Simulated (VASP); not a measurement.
Write the native input for VASP 6.6.1 that does the following.

| Property | Result |
| --- | --- |
| Task | density of states |
| Functional | PBE |
| Potentials or basis | VASP PAW PBE potentials, release 64 (Li_sv, H) |
| Cutoff | 520 eV |
| k mesh | 12 × 12 × 1 |
| Occupations | gaussian, width 0.02 eV |
| Spin | no spin polarisation |
| Dipole correction | yes |
| k mesh for the DOS | 18 × 18 × 1 |
| Occupations for the DOS | tetrahedron |
| Further INCAR settings | ALGO = Normal; EDIFF = 1e-06 |

The system is LiH, a sheet with vacuum.

```
Li H
1.0
     3.07825    0.00000    0.00000
    -1.53912    2.66584    0.00000
     0.00000    0.00000   25.32719
Li H
1 1
Direct
  0.33333 0.66667 0.29612
  0.00000 0.00000 0.29613
```

The cell was built by a generator and needn't be a form met in nature.

The input as run:

POSCAR

```
LiH
1.0
    3.0782453296     -0.0000003418      0.0000000000
   -1.5391223688      2.6658388255      0.0000000000
    0.0000000000      0.0000000000     25.3271890000
Li H
1 1
Direct
    0.3333333333      0.6666666667      0.2961188467
    0.0000000000      0.0000000000      0.2961300602
```

INCAR.step1

```
SYSTEM = LiH
PREC = Accurate
ENCUT = 520
EDIFF = 1E-6
ISMEAR = 0
SIGMA = 0.02
LREAL = .FALSE.
LASPH = .TRUE.
NELM = 100
ALGO = Normal
ISIF = 2
LWAVE = .FALSE.
LCHARG = .TRUE.
LDIPOL = .TRUE.
IDIPOL = 3
DIPOL = 0.5 0.5 0.296
GGA = PE
NBANDS = 9
```

KPOINTS.step1

```
Automatic mesh
0
G
  12 12 1
  0 0 0
```

INCAR.step2

```
SYSTEM = LiH
PREC = Accurate
ENCUT = 520
EDIFF = 1E-6
ISMEAR = -5
SIGMA = 0.02
LREAL = .FALSE.
LASPH = .TRUE.
NELM = 100
ALGO = Normal
ISIF = 2
LWAVE = .FALSE.
LCHARG = .FALSE.
LDIPOL = .TRUE.
IDIPOL = 3
DIPOL = 0.5 0.5 0.296
GGA = PE
LORBIT = 11
NEDOS = 2001
ICHARG = 11
```

KPOINTS.step2

```
Automatic mesh
0
G
  18 18 1
  0 0 0
```

Potentials or basis: VASP PAW PBE potentials, release 64 (Li_sv, H).

Command:

```bash
$ cat potpaw_PBE.64/Li_sv/POTCAR potpaw_PBE.64/H/POTCAR > POTCAR
$ cp INCAR.step1 INCAR
$ cp KPOINTS.step1 KPOINTS
$ mpirun -np 1 vasp_std > vasp.out
$ cp INCAR.step2 INCAR
$ cp KPOINTS.step2 KPOINTS
$ mpirun -np 1 vasp_std > vasp.out
```

Results of the run:

| Item | Value |
| --- | --- |
| Valence electrons inside the program's atomic spheres | Li 2.08; H 0.56 |

Run time: 34 s on 1 thread of Intel(R) Xeon(R) 6975P-C (Granite Rapids), with other jobs on the host, peak memory 0.31 GiB.
